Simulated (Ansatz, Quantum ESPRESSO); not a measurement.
# TiSi: 3 runs at one level of theory

```
CELL_PARAMETERS angstrom
1.81618 -2.11762 0.00000
1.81618 2.11762 0.00000
0.00000 0.00000 3.80393
ATOMIC_POSITIONS crystal
Ti 0.50000 0.50000 0.00000
Si 0.00000 0.00000 0.50000
```

The cell comes from a database or a generator and needn't be the stable form of this composition.

Alike in all runs: task band structure; functional PBEsol; k mesh 10 × 10 × 7; occupations fermi-dirac, width 0.05 eV; no spin polarisation; no spin-orbit coupling. Pressure is positive in compression and, in plane waves, holds the error of the finite cutoff, which Ansatz's Pulay term estimates and takes out.

```tsv
program and potentials	plane-wave cutoff (eV)	notes	pressure (GPa)
Quantum ESPRESSO, GBRV 1.5 PBEsol	612	8 valence electrons an atom on average	-4.35
Ansatz, PAW datasets made for the crystal	280	4 valence electrons an atom on average	-4.32
Ansatz, all-electron LAPW, scalar-relativistic	-	-	-4.32
```

The pressure spans -4.35 (Quantum ESPRESSO, GBRV 1.5 PBEsol) to -4.32 GPa (Ansatz, PAW datasets made for the crystal), with all-electron results at -4.32.

The functional is the same throughout but for its coding, so the spread measures potentials, basis and numerics; runs on potential files found faulty are left out.
